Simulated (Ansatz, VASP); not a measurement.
## PbS in VASP and in Ansatz

POSCAR

```
PbS
1.0
    4.9465521915      0.0000000000      0.0000000000
   -2.4732760958      4.2838398590      0.0000000000
    0.0000000000      0.0000000000      5.9371096491
Pb S
2 2
Direct
    0.3333333333      0.6666666667     -0.0640827495
    0.6666666667      0.3333333333      0.4359172505
    0.3333333333      0.6666666667      0.4390827495
    0.6666666667      0.3333333333      0.9390827495
```

Contents of INCAR.step1:

```
SYSTEM = PbS
PREC     = Accurate       ! precision mode
ENCUT    = 520            ! plane-wave cutoff, eV
ISMEAR   = 0              ! smearing method
SIGMA    = 0.01           ! smearing width, eV
LREAL    = .False.        ! projectors in reciprocal space
LASPH    = .True.         ! aspherical terms in the spheres
NELM     = 60             ! most SCF steps
NBANDS   = 28             ! bands
GGA      = PE             ! functional
ALGO     = Normal         ! electronic algorithm
EDIFF    = 1E-4           ! SCF threshold, eV
LWAVE    = .True.         ! write WAVECAR
LCHARG   = .False.        ! write CHGCAR
```

File INCAR.step2:

```
SYSTEM = PbS
PREC     = Accurate       ! precision mode
ENCUT    = 520            ! plane-wave cutoff, eV
EDIFF    = 1E-6           ! SCF threshold, eV
ISMEAR   = 0              ! smearing method
SIGMA    = 0.01           ! smearing width, eV
LREAL    = .False.        ! projectors in reciprocal space
LASPH    = .True.         ! aspherical terms in the spheres
NELM     = 60             ! most SCF steps
ALGO     = Normal         ! electronic algorithm
ISIF     = 2              ! what is computed and relaxed
LWAVE    = .False.        ! write WAVECAR
LCHARG   = .False.        ! write CHGCAR
METAGGA  = R2SCAN         ! meta-GGA
LMIXTAU  = .True.       
NBANDS   = 28             ! bands
ISTART   = 1
```

KPOINTS

```
regular mesh
0
Gamma
  6 6 4
  0 0 0
```

Input for Ansatz:

```yaml
crystal:
  lattice:
    - [4.9465521915, 0.0, 0.0]
    - [-2.4732760958, 4.283839859, 0.0]
    - [0.0, 0.0, 5.9371096491]
  atoms:
    - { symbol: Pb, position: [0.3333333333, 0.6666666667, -0.0640827495] }
    - { symbol: Pb, position: [0.6666666667, 0.3333333333, 0.4359172505] }
    - { symbol: S, position: [0.3333333333, 0.6666666667, 0.4390827495] }
    - { symbol: S, position: [0.6666666667, 0.3333333333, 0.9390827495] }
kpoints:
  mp_grid: { grid: [6, 6, 4] }
hamiltonian:
  xc: r2scan
scf:
  occupations: { method: fixed }
  n_extra_bands: 5
output:
  forces: true
  stress: true
  eigenvalues: true
```

Alike in both runs: task single point; functional r2SCAN; k mesh 6 × 6 × 4; no spin polarisation.

```csv
,VASP,Ansatz
version,VASP 6.6.1,Ansatz 0.2.0
potentials or method,"VASP PAW PBE potentials, release 64 (Pb_d, S)","plane waves, PAW"
plane-wave cutoff (eV),520,500
occupations,"gaussian, width 0.01 eV",fixed
valence electrons in the cell,40,40
```

```tsv
	VASP	Ansatz	Ansatz less VASP
gap on the k mesh at the Fermi level (eV)	1.68	1.68	-0.005
pressure (GPa)	1.4	1.4	+0.01
largest component of the traceless stress (GPa)	0.07	0.09	+0.014
rms of the force components (eV/Å)	0.004	0.004	-0.0004
```

Atom by atom the forces differ by 0.000 eV/Å (rms over components).

Caveats: the PAW data sets were made with another functional, which shifts forces and pressure a little (VASP); spin-orbit coupling is left out, which as a rule narrows the gap of such compounds by several tenths of an eV. A k mesh can miss the band edges.
